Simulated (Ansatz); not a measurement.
# Ag under changes of volume

One of the cells (13.638 Å³/atom); the others are scaled copies at fixed shape and fractional positions:

```xyz
1
Lattice="0.0000 1.8963 1.8963 1.8963 0.0000 1.8963 1.8963 1.8963 0.0000" Properties=species:S:1:pos:R:3 pbc="T T T"
Ag    0.0000    0.0000    0.0000
```

| Property | Result |
| --- | --- |
| Program | Ansatz 0.2.0 |
| Functional | exchange-only PBE |
| Potentials or basis | PseudoDojo standard (PBE files) |
| Cutoff | 1116 eV (not typed: the program's choice for these potentials) |
| k mesh | 11 × 11 × 11 |
| Occupations | methfessel-paxton, width 0.15 eV |
| Spin | spin-orbit coupling, no magnetisation |

| volume (Å³/atom) | energy over the lowest point (meV/atom) | pressure (GPa) |
| --- | --- | --- |
| 12.820 | ? | ? |
| 13.093 | 670.72 | 99.8 |
| 13.366 | 508.88 | 90.4 |
| 13.638 | 362.27 | 81.9 |
| 13.911 | 229.45 | 74.2 |
| 14.184 | 109.09 | 67.3 |
| 14.457 | 0.00 | 61.0 |

Task: What does the run at 12.820 Å³/atom give?

Result: Energy over the lowest point 849.43 meV/atom; pressure 110.2 GPa.

Worked out: A Birch-Murnaghan fit of order 3 (a polynomial in V^(-2/3)) to the other rows has no minimum within the range. It gives 849.63 meV/atom at 12.820 Å³/atom, against the run's 849.43, and -dE/dV = 110.2 GPa, against 110.2.

Energies are extrapolated to zero smearing.

Caveats: the potentials were made for another functional, which shifts forces and pressure.
